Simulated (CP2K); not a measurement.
The system is WS2.

```
W S
1.0
     6.42736    0.00000    0.00000
     5.65154    3.06122    0.00000
     5.65154    1.43230    2.70547
W S
1 2
Cartesian
  0.0000 0.0000 0.0000
  10.3014 2.6107 1.5719
  13.3032 3.3715 2.0299
```

Measurements of this composition are mostly on another form, of space group No. 194.

Base run:

* Program: CP2K 2026.2
* Functional: PBE
* Potentials or basis: GTH_POTENTIALS W GTH-PADE-q14, S GTH-PADE-q6; DZVP-MOLOPT-SR-GTH basis
* Density cutoff: 6123 eV
* k mesh: 10 × 10 × 10
* Occupations: fermi-dirac, width 0.05 eV
* Spin: no spin polarisation

Its results: band gap on the k mesh 1.15 eV, indirect (least direct gap 2.28 eV); pressure -4.1 GPa; largest force 0.541 eV/Å.

Problem. After a change of settings the same cell gave: band gap on the k mesh 1.10 eV, indirect (least direct gap 2.28 eV); pressure 3.5 GPa; largest force 0.610 eV/Å. Which change was it?
A. potentials or basis from GTH_POTENTIALS W GTH-PADE-q14, S GTH-PADE-q6; DZVP-MOLOPT-SR-GTH basis to POTENTIAL_UZH W GTH-SCAN-q14, S GTH-SCAN-q6; DZVP-MOLOPT-SR-GTH basis; potentials from W GTH-PADE-q14 of GTH_POTENTIALS, S GTH-PADE-q6 of GTH_POTENTIALS to W GTH-SCAN-q14 of POTENTIAL_UZH, S GTH-SCAN-q6 of POTENTIAL_UZH
B. potentials or basis from GTH_POTENTIALS W GTH-PADE-q14, S GTH-PADE-q6; DZVP-MOLOPT-SR-GTH basis to GTH_POTENTIALS W GTH-BLYP-q14, S GTH-BLYP-q6; DZVP-MOLOPT-SR-GTH basis; potentials from W GTH-PADE-q14 of GTH_POTENTIALS, S GTH-PADE-q6 of GTH_POTENTIALS to W GTH-BLYP-q14 of GTH_POTENTIALS, S GTH-BLYP-q6 of GTH_POTENTIALS
C. potentials or basis from GTH_POTENTIALS W GTH-PADE-q14, S GTH-PADE-q6; DZVP-MOLOPT-SR-GTH basis to POTENTIAL_UZH W GTH-PBE0-q14, S GTH-PBE0-q6; DZVP-MOLOPT-SR-GTH basis; potentials from W GTH-PADE-q14 of GTH_POTENTIALS, S GTH-PADE-q6 of GTH_POTENTIALS to W GTH-PBE0-q14 of POTENTIAL_UZH, S GTH-PBE0-q6 of POTENTIAL_UZH

Solution. C.

Caveats: spin-orbit coupling is left out, which moves the levels of the heavy elements; the basis of atomic orbitals isn't converged, which shifts pressures, moduli and gaps; the potentials were made for another functional, which shifts forces and pressure (some runs).
